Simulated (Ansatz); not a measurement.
CaF2 (fluorite)

```yaml
crystal:
  lattice:
    - [0.00000, 5.51096, 5.51096]
    - [2.75548, 2.75548, 5.51096]
    - [2.75548, 2.75548, 0.00000]
  atoms:
    - { symbol: Ca, position: [0.00000, 0.00000, 0.00000] }
    - { symbol: Ca, position: [0.50000, 0.00000, 0.00000] }
    - { symbol: F, position: [0.00000, 0.25000, 0.25000] }
    - { symbol: F, position: [0.50000, 0.25000, 0.25000] }
    - { symbol: F, position: [0.00000, 0.75000, 0.75000] }
    - { symbol: F, position: [0.50000, 0.75000, 0.75000] }
```

The atoms are displaced by Q × the pattern below (from a DFPT mode at X = (0.5, 0.5, 0.0), largest move 1; Q in Å), at fixed cell. It is one choice among 2 degenerate patterns. (q is in reciprocal vectors of the primitive cell; the cell shown is doubled to hold the pattern.)

```csv
atom,x,y,z
Ca1,0.146,0.000,0.000
Ca2,-0.146,0.000,0.000
F3,0.000,-1.000,0.000
F4,0.000,1.000,0.000
F5,0.000,-1.000,0.000
F6,0.000,1.000,0.000
```

The numbers are results of PBE (plane waves to 420 eV, PAW, scalar-relativistic; Ansatz, a program for electronic structure), not measurements. k mesh 10×10×10 (Γ-centred), Fermi-Dirac smearing 0.05 eV. E stands for the smeared free energy. CaF2 was relaxed with its symmetry unable to fall. The zero of ΔE is the undisplaced structure.

```json
[
 {"Q (Å)": "-0.180", "ΔE (meV/cell)": "492"},
 {"Q (Å)": "-0.120", "ΔE (meV/cell)": "210"},
 {"Q (Å)": "-0.060", "ΔE (meV/cell)": "51"},
 {"Q (Å)": "0.000", "ΔE (meV/cell)": "0"},
 {"Q (Å)": "0.060", "ΔE (meV/cell)": "51"},
 {"Q (Å)": "0.120", "ΔE (meV/cell)": "210"},
 {"Q (Å)": "0.180", "ΔE (meV/cell)": "492"}
]
```

Which DFPT wavenumber at X = (0.5, 0.5, 0.0) belongs to this mode?
A) 176 cm⁻¹
B) 315 cm⁻¹
C) 377 cm⁻¹
D) 112 cm⁻¹

B, 315 cm⁻¹. The curvature of the scan gives 315 cm⁻¹

(For displaced atoms, the force is minus the slope of the energy, and its curvature is a force constant, which sets phonon frequencies.)
